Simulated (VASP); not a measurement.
# V: energy at fixed spin moment, by functional and volume against the source cell

V, Im-3m (no. 229), 1 atom in the cell.

| Functional | Volume against the source cell | Cell | Moment at the minimum, by a parabola in the squared moment through the lowest point and its neighbours (muB per cell) | Energy there by the same parabola, against the smallest moment (meV/atom) | Moment left free (muB per cell) | Time (s) |
|---|---|---|---|---|---|---|
| PBEsol | 0.97 | volume scaled by 0.97 | 0.00 | 0.0 | 0.00 | 92 |
| PBE | 1 | as given | 0.00 | 0.0 | 0.00 | 116 |
| PBEsol | 1 | as given | 0.00 | 0.0 | 0.00 | 93 |
| PBE | 1.03 | volume scaled by 1.03 | 0.00 | 0.0 | 0.00 | 94 |

## Input of the first row

INCAR.step1:
```
SYSTEM = V
PREC = Accurate
ENCUT = 450
EDIFF = 1E-7
NELM = 200
ALGO = Normal
ISMEAR = 1
SIGMA = 0.1
LREAL = .FALSE.
LASPH = .TRUE.
LMAXMIX = 4
LORBIT = 11
LWAVE = .FALSE.
LCHARG = .FALSE.
GGA = PS
ISPIN = 2
ISIF = 2
NUPDOWN = 0.0
MAGMOM = 0
```

INCAR.step2, as INCAR.step1 but for:
```
- NUPDOWN = 0.0
- MAGMOM = 0
+ NUPDOWN = 0.25
+ MAGMOM = 0.25
```

INCAR.step3 to INCAR.step9 change the same tags again: MAGMOM = 0.5, 0.75, 1, 1.25, 1.5, 1.75, 2; NUPDOWN = 0.5, 0.75, 1.0, 1.25, 1.5, 1.75, 2.0.

INCAR.step10, as INCAR.step9 but for:
```
- NUPDOWN = 2.0
```

KPOINTS:
```
k-points
0
Gamma
  19 19 19
```

POSCAR:
```
V
1.0
   -1.4990524895      1.4990524895      1.4990524895
    1.4990524895     -1.4990524895      1.4990524895
    1.4990524895      1.4990524895     -1.4990524895
V
1
Direct
    0.0000000000      0.0000000000      0.0000000000
```

Commands (each step's output is kept before the next begins):
```
cat potpaw_PBE.64/V_sv/POTCAR > POTCAR
cp INCAR.step1 INCAR
mpirun -np 4 vasp_std > vasp.out
rm WAVECAR CHG
cp INCAR.step2 INCAR
mpirun -np 4 vasp_std > vasp.out
rm WAVECAR CHG
cp INCAR.step3 INCAR
mpirun -np 4 vasp_std > vasp.out
rm WAVECAR CHG
cp INCAR.step4 INCAR
mpirun -np 4 vasp_std > vasp.out
rm WAVECAR CHG
cp INCAR.step5 INCAR
mpirun -np 4 vasp_std > vasp.out
rm WAVECAR CHG
cp INCAR.step6 INCAR
mpirun -np 4 vasp_std > vasp.out
rm WAVECAR CHG
cp INCAR.step7 INCAR
mpirun -np 4 vasp_std > vasp.out
rm WAVECAR CHG
cp INCAR.step8 INCAR
mpirun -np 4 vasp_std > vasp.out
rm WAVECAR CHG
cp INCAR.step9 INCAR
mpirun -np 4 vasp_std > vasp.out
rm WAVECAR CHG
cp INCAR.step10 INCAR
mpirun -np 4 vasp_std > vasp.out
```

VASP 6.6.1 took 92 s on 4 cores (Intel Xeon 6975P-C (Granite Rapids)), a shared host.
